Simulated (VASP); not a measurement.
# MgO (P-6m2) in VASP: further runs

One crystal, MgO, is run at these levels: PBE; tasks: single point.

All numbers are computed with VASP 6.6.1; they aren't measurements. Logs are shortened: lines on timing, memory, paths and dates and some standing lists are left out, and cuts for length are marked.

### 1 Starting point

Symmetry: P-6m2, No. 187, hexagonal system. Conventional cell: a = 2.938 Å, b = 2.938 Å, c = 2.680 Å, α = 90.00°, β = 90.00°, γ = 120.00°. Around Mg (site symmetry -6m2) lie 6 O at 2.16 Å. O (site symmetry -6m2) is surrounded by 6 Mg at 2.16 Å.

Measurements of this composition are mostly on another form, of space group No. 225.

### 2 Single point, PBE

INCAR

```
ADDGRID = False
ALGO = Normal
EDIFF = 0.01
ENCUT = 800
GGA = PE
ISIF = 2
ISMEAR = 0
LASPH = True
LCHARG = False
LREAL = False
LWAVE = False
NELM = 100
PREC = Accurate
SIGMA = 0.05
```

KPOINTS

```
k-points
0
Gamma
  8 8 7
```

POSCAR

```
MgO
1.0
    2.9380209034      0.0000000000      0.0000000000
   -1.4690104517      2.5444007392      0.0000000000
    0.0000000000      0.0000000000      2.6796800000
Mg O
1 1
Direct
    0.0000000000      0.0000000000      0.0000000000
    0.3333333333      0.6666666667      0.5000000000
```

Potentials or basis: VASP PAW PBE potentials, release 64 (Mg, O_h).

Run with:

```
$ cat potpaw_PBE.64/Mg/POTCAR potpaw_PBE.64/O_h/POTCAR > POTCAR
$ mpirun -np 1 vasp_std > vasp.out
```

OUTCAR:

```text
EDIFF = 0.01
   ENCUT = 800
   GGA = PE
   ISIF = 2
   ISMEAR = 0
   LASPH = True
   LREAL = False
   NELM = 100
   PREC = Accurate

 Found     40 irreducible k-points:

 Following reciprocal coordinates:
            Coordinates               Weight
  0.000000  0.000000  0.000000      1.000000
  0.125000  0.000000  0.000000      6.000000
  0.250000  0.000000  0.000000      6.000000
  0.375000  0.000000  0.000000      6.000000
  0.500000  0.000000  0.000000      3.000000
  0.125000  0.125000  0.000000      6.000000
   k-points           NKPTS =     40   k-points in BZ     NKDIM =     40   number of bands    NBANDS=      8
   number of dos      NEDOS =    301   number of ions     NIONS =      2
   total plane-waves  NPLWV =  21952
   dimension x,y,z NGX =    28 NGY =   28 NGZ =   28
   dimension x,y,z NGXF=    56 NGYF=   56 NGZF=   56
   ions per type =               1   1
   NGX,Y,Z   is equivalent  to a cutoff of  15.84, 15.84, 17.37 a.u.
   NGXF,Y,Z  is equivalent  to a cutoff of  31.69, 31.69, 34.74 a.u.
 SYSTEM =  unknown system
   PREC   = accura    normal or accurate (medium, high low for compatibility)
   ISTART =      0    job   : 0-new  1-cont  2-samecut
   ICHARG =      2    charge: 1-file 2-atom 10-const
   ISPIN  =      1    spin polarized calculation?
   LNONCOLLINEAR =      F non collinear calculations
   LSORBIT =      F    spin-orbit coupling
   LASPH  =      T    aspherical Exc in radial PAW
   ENCUT  =  800.0 eV  58.80 Ry    7.67 a.u.   6.78  6.78  6.18*2*pi/ulx,y,z
   NELM   =    100;   NELMIN=  2; NELMDL= -5     # of ELM steps
   EDIFF  = 0.1E-01   stopping-criterion for ELM
   LREAL  =      F    real-space projection
   EDIFFG = 0.1E+00   stopping-criterion for IOM
   NSW    =      0    number of steps for IOM
   IBRION =     -1    ionic relax: 0-MD 1-quasi-New 2-CG
   NFREE  =      0    steps in history (QN), initial steepest desc. (CG)
   ISIF   =      2    stress and relaxation
   ISYM   =      2    0-nonsym 1-usesym 2-fastsym
   POTIM  = 0.5000    time-step for ionic-motion
   TEBEG  =    0.0;   TEEND  =   0.0 temperature during run
   PSTRESS=    0.0 pullay stress
   NELECT =       8.0000    total number of electrons
   NUPDOWN=      -1.0000    fix difference up-down
   EMIN   =  10.00;   EMAX   =-10.00  energy-range for DOS
   EFERMI =   0.00;   METHOD = LEGACY
   ISMEAR =     0;   SIGMA  =   0.05  broadening in eV -4-tet -1-fermi 0-gaus
   EFERMI_NEDOS =   21; number of points for ismear=-14 and -15
   IALGO  =     38    algorithm
   IMIX   =      4    mixing-type and parameters
     AMIX     =   0.40;   BMIX     =  1.00
     AMIX_MAG =   1.60;   BMIX_MAG =  1.00
  volume/ion in A,a.u.               =      10.02        67.59
  Fermi-wavevector in a.u.,A,eV,Ry     =   1.205583  2.278221 19.775115  1.453430
  Thomas-Fermi vector in A             =   2.341275
   LORBIT       =      0    0 simple, 1 ext, 2 COOP (PROOUT), +10 PAW based schemes
   GGA     = PE    functional components
   LHFCALC =     F    Hartree Fock is set to
   AEXX    =    0.0000 exact exchange contribution
   IVDW    =     0    specifies the selected vdW correction
   LEPSILON=     F    determine dielectric tensor
   LRPA    =     F    only Hartree local field effects (RPA)
 non-spin polarized calculation
 Gauss-broadening in eV      SIGMA  =   0.05
  energy-cutoff  :      800.00
  volume of cell :       20.03
 maximum number of plane-waves:      1038
 NGX is ok and might be reduce to    28
   NGX = 13   NGY = 13   NGZ = 13

 number of electron       7.9999998 magnetization

 Free energy of the ion-electron system (eV)
  ---------------------------------------------------
  ext. energy  EPLUGINS =         0.00000000
  ---------------------------------------------------
  free energy    TOTEN  =       -11.23520633 eV

  energy without entropy =      -11.23520633  energy(sigma->0) =      -11.23520633

 E-fermi :   3.9897     XC(G=0): -10.7390

 val. band max:        3.6705958603   @ k =   0.3750   0.2500   0.0000
 cond. band min:       6.6685936918   @ k =   0.0000   0.0000   0.0000
 fundamental gap:      2.9979978315
 Fermi energy:         3.9896682550

 k-point     1 :       0.0000    0.0000    0.0000
  band No.  band energies     occupation
      1     -13.7578      2.00000
      2       3.0759      2.00000
      3       3.0760      2.00000
      4       3.2800      2.00000
      5       6.6686      0.00000
      6      15.5562      0.00000
      7      19.2530      0.00000
      8      19.2530      0.00000

 k-point     2 :       0.1250    0.0000    0.0000
  band No.  band energies     occupation
      1     -13.6238      2.00000
      2       2.1167      2.00000
      3       2.9610      2.00000
      4       3.3279      2.00000
      5       7.5782      0.00000
      6      15.5260      0.00000
      7      17.9859      0.00000
      8      19.6431      0.00000

 k-point     3 :       0.2500    0.0000    0.0000
  band No.  band energies     occupation
      1     -13.2792      2.00000
      2       0.5284      2.00000
      3       2.7010      2.00000
      4       3.4479      2.00000
      5       9.0347      0.00000
      6      14.6770      0.00000
      7      17.4939      0.00000
      8      20.5141      0.00000

 k-point     4 :       0.3750    0.0000    0.0000
  band No.  band energies     occupation
      1     -12.8984      2.00000
      2      -0.7210      2.00000
      3       2.4595      2.00000
      4       3.5755      2.00000
      5      10.0212      0.00000
      6      14.0832      0.00000
      7      17.2134      0.00000
      8      21.2327      0.00000

 k-point     5 :       0.5000    0.0000    0.0000
  band No.  band energies     occupation
      1     -12.7275      2.00000
      2      -1.1967      2.00000
      3       2.3630      2.00000
      4       3.6294      2.00000
      5      10.2676      0.00000
      6      14.2017      0.00000
      7      16.7783      0.00000
      8      21.4743      0.00000

 k-point     6 :       0.1250    0.1250    0.0000
  band No.  band energies     occupation
      1     -13.3838      2.00000
      2       1.0176      2.00000
      3       2.6548      2.00000
      4       3.4123      2.00000
      5       8.7237      0.00000
      6      15.0024      0.00000
      7      17.5229      0.00000
      8      20.0955      0.00000

 [... further k-points ...]

------------------------ aborting loop because EDIFF is reached ----------------------------------------

  FORCE on cell =-STRESS in cart. coord.  units (eV):
  Direction    XX          YY          ZZ          XY          YZ          ZX
  --------------------------------------------------------------------------------------
  -------------------------------------------------------------------------------------
  Total       -0.2762810     -0.2762810     -0.2772552      0.0000000      0.0000000      0.0000000
  in kB      -22.0972521    -22.0972521    -22.1751711      0.0000000      0.0000000      0.0000000
  external PRESSURE =     -22.1232251 kB  Pullay stress =       0.0000000 kB

 VOLUME and BASIS-vectors are now :
 -----------------------------------------------------------------------------
  energy-cutoff  :      800.00
  volume of cell :       20.03
      direct lattice vectors                 reciprocal lattice vectors
     2.938020903  0.000000000  0.000000000     0.340365175  0.196509926  0.000000000
    -1.469010452  2.544400739  0.000000000     0.000000000  0.393019851  0.000000000
     0.000000000  0.000000000  2.679680000     0.000000000  0.000000000  0.373178887

 POSITION                                       TOTAL-FORCE (eV/Angst)
 -----------------------------------------------------------------------------------
      0.00000      0.00000      0.00000         0.000000     -0.000000      0.000000
     -0.00000      1.69627      1.33984        -0.000000      0.000000      0.000000
 -----------------------------------------------------------------------------------
    total drift:                               -0.000001      0.000001     -0.000000

  FREE ENERGIE OF THE ION-ELECTRON SYSTEM (eV)
  ---------------------------------------------------
  free  energy   TOTEN  =       -11.2352063331 eV

  energy  without entropy=      -11.2352063331  energy(sigma->0) =      -11.23520633
```

It took 7.7 s on 1 thread of AMD EPYC 7R13 (Zen 3), shared host; peak memory 0.13 GiB.

The run converged, but some of its settings lie outside the range that counts as converged, so its numbers aren't taken as properties of the crystal.

What came out:

* Free energy: -11.2352 eV
* Band gap on the k mesh: 3.00 eV, indirect (least direct gap 3.39 eV)

Caveat: the cutoff is under 1.25 times the usual one of these potentials, so pressure, stress and relaxed cells hold a basis-set (Pulay) error; an odd mesh through Γ misses points on the zone boundary, where band edges often lie.

### 3 Single point, PBE

INCAR is that of step 2.

KPOINTS is that of step 2.

POSCAR

```
MgO
1.0
    2.9380209034      0.0000000000      0.0000000000
   -1.4690104517      2.5444007392      0.0000000000
    0.0000000000      0.0000000000      2.6796800000
Mg O
1 1
Direct
   -0.0050010000     -0.0013850000      0.0023980000
    0.2972290000      0.6917140000      0.5132270000
```

Potentials or basis: VASP PAW PBE potentials, release 64 (Mg, O_h).

Run with:

```
$ cat potpaw_PBE.64/Mg/POTCAR potpaw_PBE.64/O_h/POTCAR > POTCAR
$ mpirun -np 1 vasp_std > vasp.out
```

OUTCAR:

```text
EDIFF = 0.01
   ENCUT = 800
   GGA = PE
   ISIF = 2
   ISMEAR = 0
   LASPH = True
   LREAL = False
   NELM = 100
   PREC = Accurate

 Found    226 irreducible k-points:

 Following reciprocal coordinates:
            Coordinates               Weight
  0.000000  0.000000  0.000000      1.000000
  0.125000  0.000000  0.000000      2.000000
  0.000000  0.125000  0.000000      2.000000
 -0.125000  0.125000  0.000000      2.000000
  0.250000  0.000000  0.000000      2.000000
  0.000000  0.250000  0.000000      2.000000
   k-points           NKPTS =    226   k-points in BZ     NKDIM =    226   number of bands    NBANDS=      8
   number of dos      NEDOS =    301   number of ions     NIONS =      2
   total plane-waves  NPLWV =  21952
   dimension x,y,z NGX =    28 NGY =   28 NGZ =   28
   dimension x,y,z NGXF=    56 NGYF=   56 NGZF=   56
   ions per type =               1   1
   NGX,Y,Z   is equivalent  to a cutoff of  15.84, 15.84, 17.37 a.u.
   NGXF,Y,Z  is equivalent  to a cutoff of  31.69, 31.69, 34.74 a.u.
 SYSTEM =  unknown system
   PREC   = accura    normal or accurate (medium, high low for compatibility)
   ISTART =      0    job   : 0-new  1-cont  2-samecut
   ICHARG =      2    charge: 1-file 2-atom 10-const
   ISPIN  =      1    spin polarized calculation?
   LNONCOLLINEAR =      F non collinear calculations
   LSORBIT =      F    spin-orbit coupling
   LASPH  =      T    aspherical Exc in radial PAW
   ENCUT  =  800.0 eV  58.80 Ry    7.67 a.u.   6.78  6.78  6.18*2*pi/ulx,y,z
   NELM   =    100;   NELMIN=  2; NELMDL= -5     # of ELM steps
   EDIFF  = 0.1E-01   stopping-criterion for ELM
   LREAL  =      F    real-space projection
   EDIFFG = 0.1E+00   stopping-criterion for IOM
   NSW    =      0    number of steps for IOM
   IBRION =     -1    ionic relax: 0-MD 1-quasi-New 2-CG
   NFREE  =      0    steps in history (QN), initial steepest desc. (CG)
   ISIF   =      2    stress and relaxation
   ISYM   =      2    0-nonsym 1-usesym 2-fastsym
   POTIM  = 0.5000    time-step for ionic-motion
   TEBEG  =    0.0;   TEEND  =   0.0 temperature during run
   PSTRESS=    0.0 pullay stress
   NELECT =       8.0000    total number of electrons
   NUPDOWN=      -1.0000    fix difference up-down
   EMIN   =  10.00;   EMAX   =-10.00  energy-range for DOS
   EFERMI =   0.00;   METHOD = LEGACY
   ISMEAR =     0;   SIGMA  =   0.05  broadening in eV -4-tet -1-fermi 0-gaus
   EFERMI_NEDOS =   21; number of points for ismear=-14 and -15
   IALGO  =     38    algorithm
   IMIX   =      4    mixing-type and parameters
     AMIX     =   0.40;   BMIX     =  1.00
     AMIX_MAG =   1.60;   BMIX_MAG =  1.00
  volume/ion in A,a.u.               =      10.02        67.59
  Fermi-wavevector in a.u.,A,eV,Ry     =   1.205583  2.278221 19.775115  1.453430
  Thomas-Fermi vector in A             =   2.341275
   LORBIT       =      0    0 simple, 1 ext, 2 COOP (PROOUT), +10 PAW based schemes
   GGA     = PE    functional components
   LHFCALC =     F    Hartree Fock is set to
   AEXX    =    0.0000 exact exchange contribution
   IVDW    =     0    specifies the selected vdW correction
   LEPSILON=     F    determine dielectric tensor
   LRPA    =     F    only Hartree local field effects (RPA)
 non-spin polarized calculation
 Gauss-broadening in eV      SIGMA  =   0.05
  energy-cutoff  :      800.00
  volume of cell :       20.03
 maximum number of plane-waves:      1038
   NGX = 13   NGY = 13   NGZ = 13

 number of electron       8.0000000 magnetization

 Free energy of the ion-electron system (eV)
  ---------------------------------------------------
  ext. energy  EPLUGINS =         0.00000000
  ---------------------------------------------------
  free energy    TOTEN  =       -11.18930583 eV

  energy without entropy =      -11.18930583  energy(sigma->0) =      -11.18930583

 E-fermi :   3.9679     XC(G=0): -10.7333

 val. band max:        3.6973615066   @ k =   0.0000   0.0000   0.4286
 cond. band min:       6.6446317923   @ k =   0.0000   0.0000   0.0000
 fundamental gap:      2.9472702857
 Fermi energy:         3.9679410578

 k-point     1 :       0.0000    0.0000    0.0000
  band No.  band energies     occupation
      1     -13.7675      2.00000
      2       2.9917      2.00000
      3       3.1554      2.00000
      4       3.2563      2.00000
      5       6.6446      0.00000
      6      15.5604      0.00000
      7      19.0959      0.00000
      8      19.4488      0.00000

 k-point     2 :       0.1250    0.0000    0.0000
  band No.  band energies     occupation
      1     -13.6345      2.00000
      2       2.1390      2.00000
      3       2.9197      2.00000
      4       3.3062      2.00000
      5       7.5816      0.00000
      6      15.5155      0.00000
      7      17.9771      0.00000
      8      19.7171      0.00000

 k-point     3 :       0.0000    0.1250    0.0000
  band No.  band energies     occupation
      1     -13.6344      2.00000
      2       2.1325      2.00000
      3       2.9285      2.00000
      4       3.3057      2.00000
      5       7.5773      0.00000
      6      15.5221      0.00000
      7      17.9443      0.00000
      8      19.7492      0.00000

 k-point     4 :      -0.1250    0.1250    0.0000
  band No.  band energies     occupation
      1     -13.6322      2.00000
      2       2.0550      2.00000
      3       3.0411      2.00000
      4       3.2997      2.00000
      5       7.5099      0.00000
      6      15.5618      0.00000
      7      17.8012      0.00000
      8      19.8287      0.00000

 k-point     5 :       0.2500    0.0000    0.0000
  band No.  band energies     occupation
      1     -13.2927      2.00000
      2       0.5498      2.00000
      3       2.6530      2.00000
      4       3.4303      2.00000
      5       9.0905      0.00000
      6      14.6292      0.00000
      7      17.5205      0.00000
      8      20.5003      0.00000

 k-point     6 :       0.0000    0.2500    0.0000
  band No.  band energies     occupation
      1     -13.2921      2.00000
      2       0.5448      2.00000
      3       2.6612      2.00000
      4       3.4287      2.00000
      5       9.0787      0.00000
      6      14.6338      0.00000
      7      17.5083      0.00000
      8      20.5176      0.00000

 [... further k-points ...]

------------------------ aborting loop because EDIFF is reached ----------------------------------------

  FORCE on cell =-STRESS in cart. coord.  units (eV):
  Direction    XX          YY          ZZ          XY          YZ          ZX
  --------------------------------------------------------------------------------------
  -------------------------------------------------------------------------------------
  Total       -0.1281221     -0.2224254     -0.0610061     -0.0732743      0.0578832     -0.1047700
  in kB      -10.2473405    -17.7898233     -4.8793298     -5.8605605      4.6295580     -8.3796146
  external PRESSURE =     -10.9721646 kB  Pullay stress =       0.0000000 kB

 VOLUME and BASIS-vectors are now :
 -----------------------------------------------------------------------------
  energy-cutoff  :      800.00
  volume of cell :       20.03
      direct lattice vectors                 reciprocal lattice vectors
     2.938020903  0.000000000  0.000000000     0.340365175  0.196509926  0.000000000
    -1.469010452  2.544400739  0.000000000     0.000000000  0.393019851  0.000000000
     0.000000000  0.000000000  2.679680000     0.000000000  0.000000000  0.373178887

 POSITION                                       TOTAL-FORCE (eV/Angst)
 -----------------------------------------------------------------------------------
      1.45635      2.54088      0.00643        -0.576667      0.319484      0.125420
     -0.14287      1.76000      1.37528         0.576667     -0.319484     -0.125420
 -----------------------------------------------------------------------------------
    total drift:                                0.002641     -0.000685     -0.000573

  FREE ENERGIE OF THE ION-ELECTRON SYSTEM (eV)
  ---------------------------------------------------
  free  energy   TOTEN  =       -11.1893058345 eV

  energy  without entropy=      -11.1893058345  energy(sigma->0) =      -11.18930583
```

OSZICAR:

```text
N       E                     dE             d eps       ncg     rms          rms(c)
DAV:   1     0.444260826778E+02    0.44426E+02   -0.57594E+03  3728   0.126E+03
DAV:   2    -0.102074602913E+02   -0.54634E+02   -0.52257E+02  4992   0.178E+02
DAV:   3    -0.129377569414E+02   -0.27303E+01   -0.27303E+01  4008   0.545E+01
DAV:   4    -0.129540346627E+02   -0.16278E-01   -0.16278E-01  6320   0.396E+00
DAV:   5    -0.129540390893E+02   -0.44266E-05   -0.44266E-05  3432   0.506E-02    0.758E+00
DAV:   6    -0.112437150703E+02    0.17103E+01   -0.11216E+01  4032   0.224E+01    0.251E+00
DAV:   7    -0.112079736903E+02    0.35741E-01   -0.94838E-02  4688   0.383E+00    0.141E+00
DAV:   8    -0.111896595724E+02    0.18314E-01   -0.42920E-02  4240   0.338E+00    0.265E-01
DAV:   9    -0.111893058345E+02    0.35374E-03   -0.79302E-04  1920   0.311E-01
   1 F= -.11189306E+02 E0= -.11189306E+02  d E =-.240824E-16
```

stdout:

```text
POSCAR found type information on POSCAR MgO
 POSCAR found :  2 types and       2 ions
 scaLAPACK will be used
 LDA part: xc-table for (Slater+PW92), standard interpolation
 POSCAR, INCAR and KPOINTS ok, starting setup
 FFT: planning ... GRIDC
 FFT: planning ... GRID_SOFT
 FFT: planning ... GRID
 WAVECAR not read
 entering main loop
```

Wall time 33 s (1 thread of AMD EPYC 7R13 (Zen 3), shared host); peak memory 0.19 GiB.

These settings aren't checked as converged: the numbers below hold their error.

Results:

| Item | Value |
| --- | --- |
| Free energy | -11.1893 eV |
| Largest force | 0.671 eV/Å |
| Band gap on the k mesh | 2.95 eV, indirect (least direct gap 3.39 eV) |

Caveat: the cutoff is under 1.25 times the usual one of these potentials, so pressure, stress and relaxed cells hold a basis-set (Pulay) error; an odd mesh through Γ misses points on the zone boundary, where band edges often lie.

[end of part 1 of 2]
